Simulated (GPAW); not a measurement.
Consider zinc-blende (GaP)1-x(InP)x, x = 0.25.

```xyz
16
Lattice="0.0000 5.5555 5.5555 5.5555 0.0000 5.5555 5.5555 5.5555 0.0000" Properties=species:S:1:pos:R:3 pbc="T T T"
Ga    0.0204    5.5679    5.5528
P     1.4038    1.3961    1.3926
Ga    2.7902    8.3374    5.5517
P     4.1824    4.1736    1.2714
Ga    8.3347    5.5567    2.7891
P     4.1137    1.3404    4.2319
In    5.5495    2.7757    2.7877
P     6.9969    4.2150    4.2221
Ga    5.5555    8.3294    2.7784
P     1.3400    4.1141    4.2152
In    2.7803    5.5513    2.7734
P     4.2187    6.9895    4.2158
Ga    2.7810    2.7892    5.5634
P     4.1713    4.1741    6.9517
Ga    5.5587    5.5564    5.5537
P     6.9440    6.9494    6.8375
```

Absorber: atom 6, with 3 Ga at 2.38 Å and 1 In at 2.49 Å (distorted tetrahedral). Method: GPAW, PBE, excited-electron core hole (neutral cell), 16-atom cell with 7.9 Å between holes, 4×4×4 k points, dipole transitions, Gaussian full width 0.9 eV up to 4 eV, rising linearly to 3.5 eV at 25 eV.

Predict the near-edge structure at the P K edge.

Main maxima up to 24 eV above the zero (height): 1.5 eV (1.64), 3.8 eV (2.19), 6.7 eV (1.49) and 13.5 eV (0.99). A K edge sees empty p states on the absorber. The total-energy difference is 2155.80 eV. One term is added: -15.96 eV, since the hole is spin-paired here and a spin-polarised one costs that much less in the free atom (computed apart). The photon energy is then 2139.84 eV. The functional leaves an error of a few eV in such absolute values.

The P K spectrum (energy from the bottom of the conduction band, which holds the excited electron; intensity scaled to a mean of 1 over the first 20 eV):

```
E (eV)  intensity
  -2.0       0.00
  -1.5       0.00
  -1.0       0.00
  -0.5       0.00
   0.0       0.05
   0.5       0.35
   1.0       1.12
   1.5       1.64
   2.0       1.49
   2.5       1.31
   3.0       1.19
   3.5       1.93
   4.0       2.04
   4.5       1.36
   5.0       1.06
   5.5       0.92
   6.0       1.10
   6.5       1.45
   7.0       1.40
   7.5       1.10
   8.0       1.00
   8.5       1.00
   9.0       0.92
   9.5       0.80
  10.0       0.73
  10.5       0.71
  11.0       0.74
  11.5       0.79
  12.0       0.85
  12.5       0.91
  13.0       0.97
  13.5       0.99
  14.0       0.96
  14.5       0.91
  15.0       0.86
  15.5       0.83
  16.0       0.82
  16.5       0.80
  17.0       0.79
  17.5       0.76
  18.0       0.73
  18.5       0.71
  19.0       0.71
  19.5       0.71
  20.0       0.73
  20.5       0.74
  21.0       0.74
  21.5       0.74
  22.0       0.74
  22.5       0.75
  23.0       0.78
  23.5       0.82
  24.0       0.86
  24.5       0.89
  25.0       0.91
  25.5       0.92
  26.0       0.91
  26.5       0.90
```

The mesh is coarse (0.24 Å⁻¹ between points), so small maxima may be mesh ripples.

[Banner, clock and machine lines of the logs are left out without a mark of their own.]

[Logs are printed without paths, hosts, clocks, repeated set-up lines and the standing remarks that a program may print on its own settings, such as how far it seeks lower states.]

[Hosts, paths, dates, database ids (printed as entryN), source tags and the programs' standing remarks are cut or masked in the printed files.]

[Lists of maxima count a maximum above −3 eV only where it reaches 4 % of the highest in the window and stands out from its surroundings by 2 % of it (1.5 % where it reaches 55 %); shoulders and weaker maxima are passed over, and of the rest the first, up to two pre-edge ones and the few strongest are named.]
